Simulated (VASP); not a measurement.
Set up this calculation in VASP 6.6.1, as the native input.

```
Task                   : relaxation of cell and atoms
Functional             : PBEsol
Potentials or basis    : VASP PAW PBE potentials, release 64 (Si, N)
Cutoff                 : 600 eV
k mesh                 : 6 × 6 × 6
Occupations            : gaussian, width 0.03 eV
Spin                   : no spin polarisation
Further INCAR settings : ALGO = Normal; EDIFF = 1e-06; IBRION = 2; EDIFFG = -0.01; NSW = 90; ISIF = 3
```

The structure of Si3N4 lies in POSCAR:

```
Si3N4
1.0
    0.0000000000      3.8937180000      3.8937180000
    3.8937180000      0.0000000000      3.8937180000
    3.8937180000      3.8937180000      0.0000000000
Si N
6 8
Direct
    0.1250000000      0.1250000000      0.6250000000
    0.1250000000      0.6250000000      0.1250000000
    0.6250000000      0.1250000000      0.1250000000
    0.1250000000      0.1250000000      0.1250000000
    0.7500000000      0.7500000000      0.7500000000
    0.5000000000      0.5000000000      0.5000000000
    0.3675630000      0.3675630000      0.3675630000
    0.3526890000      0.8824370000      0.8824370000
    0.8824370000      0.8824370000      0.3526890000
    0.8824370000      0.3526890000      0.8824370000
    0.3675630000      0.3675630000      0.8973110000
    0.3675630000      0.8973110000      0.3675630000
    0.8824370000      0.8824370000      0.8824370000
    0.8973110000      0.3675630000      0.3675630000
```

The cell is a database's computed one.

One way to write it, as run:

INCAR

```
PREC = Accurate
ENCUT = 600
EDIFF = 1E-6
ISMEAR = 0
SIGMA = 0.03
LREAL = F
LASPH = T
NELM = 80
ALGO = Normal
ISIF = 3
LWAVE = F
LCHARG = F
GGA = PS
IBRION = 2
NSW = 90
EDIFFG = -0.01
KPAR = 4
```

KPOINTS

```
regular mesh
0
Gamma
  6 6 6
```

Potentials or basis: VASP PAW PBE potentials, release 64 (Si, N).

The run is started by

```bash
$ cat potpaw_PBE.64/Si/POTCAR potpaw_PBE.64/N/POTCAR > POTCAR
$ mpirun -np 4 vasp_std > vasp.out
```

It gave:

```yaml
Relaxed_volume: 8.29 Å³/atom
Relaxed_cell: a = 5.476 Å, b = 5.476 Å, c = 5.476 Å, α = 60.00°, β = 60.00°, γ = 60.00°
Space_group_after_relaxing_to_0.05_Å: Fd-3m (No. 227)
Energy_gained_by_relaxing: 2.1 meV/atom
Ionic_steps: 6
Pressure_after_relaxing: 0.1 GPa
Band_gap_on_the_k_mesh: 3.28 eV, indirect (least direct gap 3.32 eV)
```

Caveat: the PAW data sets were made with another functional, which shifts forces and pressure a little.

It took 4.1 min on 4 MPI ranks on Intel(R) Xeon(R) Platinum 8375C CPU @ 2.90GHz (Ice Lake), with other jobs on the host, peak memory 0.35 GiB a rank.
